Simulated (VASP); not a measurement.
# PbSe (Pm-3m) in VASP: a series of runs, part 2 of 2

VASP 6.6.1. Earlier steps stand in the parts before.

### Step 3. Single point, PBEsol

Input file INCAR:

```
SYSTEM = PbSe
  ADDGRID = .False.
  ALGO = Normal
  EDIFF = 1E-6
  ENCUT = 460
  GGA = PS
  ISIF = 2
  ISMEAR = 0
  LASPH = .True.
  LCHARG = .False.
  LREAL = .False.
  LWAVE = .False.
  NELM = 100
  PREC = Accurate
  SIGMA = 0.2
```

Input file KPOINTS:

```
k-points
0
Gamma
  5 5 5
  0 0 0
```

Input file POSCAR:

```
PbSe
1.0
    3.7843220000      0.0000000000      0.0000000000
    0.0000000000      3.7843220000      0.0000000000
    0.0000000000      0.0000000000      3.7843220000
Pb Se
1 1
Direct
    0.0499830000      0.0304240000      0.0268320000
    0.4857650000      0.4915870000      0.4882140000
```

Potentials or basis: VASP PAW PBE potentials, release 64 (Pb_d, Se).

Launch:

```bash
$ cat potpaw_PBE.64/Pb_d/POTCAR potpaw_PBE.64/Se/POTCAR > POTCAR
$ mpirun -np 1 vasp_std > vasp.out
```

Wall time 25 s (1 thread of Intel Xeon Platinum 8488C (Sapphire Rapids), shared host); peak memory 0.18 GiB.

These settings aren't checked as converged: the numbers below hold their error.

Results:

| Item | Value |
| --- | --- |
| Free energy | -8.5021 eV |
| Pressure | -1.7 GPa |
| Largest force | 0.186 eV/Å |
| Band gap on the k mesh | 0.23 eV, indirect (least direct gap 1.57 eV) |

Caveat: the PAW data sets were made with another functional, which shifts forces and pressure a little; spin-orbit coupling is left out, which as a rule narrows the gap of such compounds by several tenths of an eV; an odd mesh through Γ misses points on the zone boundary, where band edges often lie.

### Step 4. Single point, PBEsol

INCAR: that of step 3 with these lines changed.

```diff
@@ -14,2 +14,2 @@
   PREC = Accurate
-  SIGMA = 0.2
+  SIGMA = 0.01
```

KPOINTS is that of step 3.

Input file POSCAR:

```
PbSe
1.0
    3.7843220000      0.0000000000      0.0000000000
    0.0000000000      3.7843220000      0.0000000000
    0.0000000000      0.0000000000      3.7843220000
Pb Se
1 1
Direct
    0.0000000000      0.0000000000      0.0000000000
    0.5000000000      0.5000000000      0.5000000000
```

Potentials or basis: VASP PAW PBE potentials, release 64 (Pb_d, Se).

Launch:

```bash
$ cat potpaw_PBE.64/Pb_d/POTCAR potpaw_PBE.64/Se/POTCAR > POTCAR
$ mpirun -np 1 vasp_std > vasp.out
```

OUTCAR:

```text
SYSTEM = PbSe
   EDIFF = 1E-6
   ENCUT = 460
   GGA = PS
   ISIF = 2
   ISMEAR = 0
   LASPH = .True.
   LREAL = .False.
   NELM = 100
   PREC = Accurate

 Found     10 irreducible k-points:

 Following reciprocal coordinates:
            Coordinates               Weight
  0.000000  0.000000  0.000000      1.000000
  0.200000  0.000000  0.000000      6.000000
  0.400000  0.000000  0.000000      6.000000
  0.200000  0.200000  0.000000     12.000000
  0.400000  0.200000  0.000000     24.000000
  0.400000  0.400000  0.000000     12.000000
   k-points           NKPTS =     10   k-points in BZ     NKDIM =     10   number of bands    NBANDS=     14
   number of dos      NEDOS =    301   number of ions     NIONS =      2
   total plane-waves  NPLWV =  21952
   dimension x,y,z NGX =    28 NGY =   28 NGZ =   28
   dimension x,y,z NGXF=    56 NGYF=   56 NGZF=   56
   ions per type =               1   1
   NGX,Y,Z   is equivalent  to a cutoff of  12.30, 12.30, 12.30 a.u.
   NGXF,Y,Z  is equivalent  to a cutoff of  24.60, 24.60, 24.60 a.u.
 SYSTEM =  PbSe
   PREC   = accura    normal or accurate (medium, high low for compatibility)
   ISTART =      0    job   : 0-new  1-cont  2-samecut
   ICHARG =      2    charge: 1-file 2-atom 10-const
   ISPIN  =      1    spin polarized calculation?
   LNONCOLLINEAR =      F non collinear calculations
   LSORBIT =      F    spin-orbit coupling
   LASPH  =      T    aspherical Exc in radial PAW
[... 72 lines left out ...]
     12      10.2428      0.00000
     13      11.2262      0.00000
     14      11.2262      0.00000
[... 71 lines left out ...]
      1     -11.6708      2.00000
      2     -11.6488      2.00000
      3     -11.5867      2.00000
      4     -11.5859      2.00000
      5     -11.5349      2.00000
      6      -6.4094      2.00000
      7      -2.6956      2.00000
      8       1.0384      2.00000
      9       1.8443      2.00000
     10       5.1817      2.00000
     11       8.4386      0.00000
     12       9.4029      0.00000
     13       9.7642      0.00000
     14      12.5069      0.00000

 [... further k-points ...]

------------------------ aborting loop because EDIFF is reached ----------------------------------------

  FORCE on cell =-STRESS in cart. coord.  units (eV):
  Direction    XX          YY          ZZ          XY          YZ          ZX
  --------------------------------------------------------------------------------------
  -------------------------------------------------------------------------------------
  Total       -0.9099990     -0.9099990     -0.9099990     -0.0000000     -0.0000000     -0.0000000
  in kB      -26.9021675    -26.9021675    -26.9021675     -0.0000000     -0.0000000     -0.0000000
  external PRESSURE =     -26.9021675 kB  Pullay stress =       0.0000000 kB

 VOLUME and BASIS-vectors are now :
 -----------------------------------------------------------------------------
  energy-cutoff  :      460.00
  volume of cell :       54.20
      direct lattice vectors                 reciprocal lattice vectors
     3.784322000  0.000000000  0.000000000     0.264248127  0.000000000  0.000000000
     0.000000000  3.784322000  0.000000000     0.000000000  0.264248127  0.000000000
     0.000000000  0.000000000  3.784322000     0.000000000  0.000000000  0.264248127

 POSITION                                       TOTAL-FORCE (eV/Angst)
 -----------------------------------------------------------------------------------
      0.00000      0.00000      0.00000         0.000000      0.000000      0.000000
      1.89216      1.89216      1.89216         0.000000      0.000000      0.000000
 -----------------------------------------------------------------------------------
    total drift:                               -0.000000      0.000000     -0.000000

  FREE ENERGIE OF THE ION-ELECTRON SYSTEM (eV)
  ---------------------------------------------------
  free  energy   TOTEN  =        -8.4478831970 eV

  energy  without entropy=       -8.4478831970  energy(sigma->0) =       -8.44788320
```

It took 8.2 s on 1 thread of Intel Xeon Platinum 8488C (Sapphire Rapids), shared host; peak memory 0.15 GiB.

These settings aren't checked as converged: the numbers below hold their error.

Results:

- Free energy: -8.4479 eV
- Pressure: -2.7 GPa
- Band gap on the k mesh: 0.15 eV, indirect (least direct gap 1.33 eV)

Caveat: the PAW data sets were made with another functional, which shifts forces and pressure a little; spin-orbit coupling is left out, which as a rule narrows the gap of such compounds by several tenths of an eV; an odd mesh through Γ misses points on the zone boundary, where band edges often lie.

### Step 5. Single point, PBEsol

INCAR is that of step 4.

KPOINTS is that of step 4.

Input file POSCAR:

```
PbSe
1.0
    3.7843220000      0.0000000000      0.0000000000
    0.0000000000      3.7843220000      0.0000000000
    0.0000000000      0.0000000000      3.7843220000
Pb Se
1 1
Direct
    0.0499830000      0.0304240000      0.0268320000
    0.4857650000      0.4915870000      0.4882140000
```

Launch:

```bash
$ cat potpaw_PBE.64/Pb_d/POTCAR potpaw_PBE.64/Se/POTCAR > POTCAR
$ mpirun -np 1 vasp_std > vasp.out
```

Wall time 29 s (1 thread of Intel Xeon Platinum 8488C (Sapphire Rapids), shared host); peak memory 0.18 GiB.

These settings aren't checked as converged: the numbers below hold their error.

Results:

| Property | Result |
| --- | --- |
| Free energy | -8.4967 eV |
| Pressure | -1.5 GPa |
| Largest force | 0.205 eV/Å |
| Band gap on the k mesh | 0.21 eV, indirect (least direct gap 1.55 eV) |

Caveat: the PAW data sets were made with another functional, which shifts forces and pressure a little; spin-orbit coupling is left out, which as a rule narrows the gap of such compounds by several tenths of an eV; an odd mesh through Γ misses points on the zone boundary, where band edges often lie.

### Step 6. Single point, PBEsol

INCAR: that of step 5 with these lines changed.

```diff
@@ -13,3 +13,3 @@
   NELM = 100
-  PREC = Accurate
-  SIGMA = 0.01
+  PREC = Low
+  SIGMA = 0.05
```

KPOINTS is that of step 5.

Input file POSCAR:

```
PbSe
1.0
    3.7843220000      0.0000000000      0.0000000000
    0.0000000000      3.7843220000      0.0000000000
    0.0000000000      0.0000000000      3.7843220000
Pb Se
1 1
Direct
    0.0000000000      0.0000000000      0.0000000000
    0.5000000000      0.5000000000      0.5000000000
```

Potentials or basis: VASP PAW PBE potentials, release 64 (Pb_d, Se).

Launch:

```bash
$ cat potpaw_PBE.64/Pb_d/POTCAR potpaw_PBE.64/Se/POTCAR > POTCAR
$ mpirun -np 1 vasp_std > vasp.out
```

OUTCAR:

```text
SYSTEM = PbSe
   EDIFF = 1E-6
   ENCUT = 460
   GGA = PS
   ISIF = 2
   ISMEAR = 0
   LASPH = .True.
   LREAL = .False.
   NELM = 100
   PREC = Low

 Found     10 irreducible k-points:

 Following reciprocal coordinates:
            Coordinates               Weight
  0.000000  0.000000  0.000000      1.000000
  0.200000  0.000000  0.000000      6.000000
  0.400000  0.000000  0.000000      6.000000
  0.200000  0.200000  0.000000     12.000000
  0.400000  0.200000  0.000000     24.000000
[... 178 lines left out ...]

------------------------ aborting loop because EDIFF is reached ----------------------------------------

  FORCE on cell =-STRESS in cart. coord.  units (eV):
  Direction    XX          YY          ZZ          XY          YZ          ZX
  --------------------------------------------------------------------------------------
  -------------------------------------------------------------------------------------
  Total       -0.9182716     -0.9182716     -0.9182716      0.0000000     -0.0000000     -0.0000000
  in kB      -27.1467284    -27.1467284    -27.1467284      0.0000000     -0.0000000     -0.0000000
  external PRESSURE =     -27.1467284 kB  Pullay stress =       0.0000000 kB

 VOLUME and BASIS-vectors are now :
 -----------------------------------------------------------------------------
  energy-cutoff  :      460.00
  volume of cell :       54.20
      direct lattice vectors                 reciprocal lattice vectors
     3.784322000  0.000000000  0.000000000     0.264248127  0.000000000  0.000000000
     0.000000000  3.784322000  0.000000000     0.000000000  0.264248127  0.000000000
     0.000000000  0.000000000  3.784322000     0.000000000  0.000000000  0.264248127

 POSITION                                       TOTAL-FORCE (eV/Angst)
 -----------------------------------------------------------------------------------
      0.00000      0.00000      0.00000         0.000000      0.000000      0.000000
      1.89216      1.89216      1.89216         0.000000      0.000000      0.000000
 -----------------------------------------------------------------------------------
    total drift:                                0.000000      0.000000      0.000000

  FREE ENERGIE OF THE ION-ELECTRON SYSTEM (eV)
  ---------------------------------------------------
  free  energy   TOTEN  =        -8.4494958109 eV

  energy  without entropy=       -8.4489628396  energy(sigma->0) =       -8.44922933
```

Wall time 5.2 s (1 thread of Intel Xeon Platinum 8488C (Sapphire Rapids), shared host); peak memory 0.11 GiB.

The run converged, but some of its settings lie outside the range that counts as converged, so its numbers aren't taken as properties of the crystal.

What came out:

```yaml
Free_energy: -8.4495 eV
Pressure: -2.7 GPa
Band_gap_on_the_k_mesh: 0.16 eV, indirect (least direct gap 1.33 eV)
```

Caveat: the PAW data sets were made with another functional, which shifts forces and pressure a little; spin-orbit coupling is left out, which as a rule narrows the gap of such compounds by several tenths of an eV; an odd mesh through Γ misses points on the zone boundary, where band edges often lie.
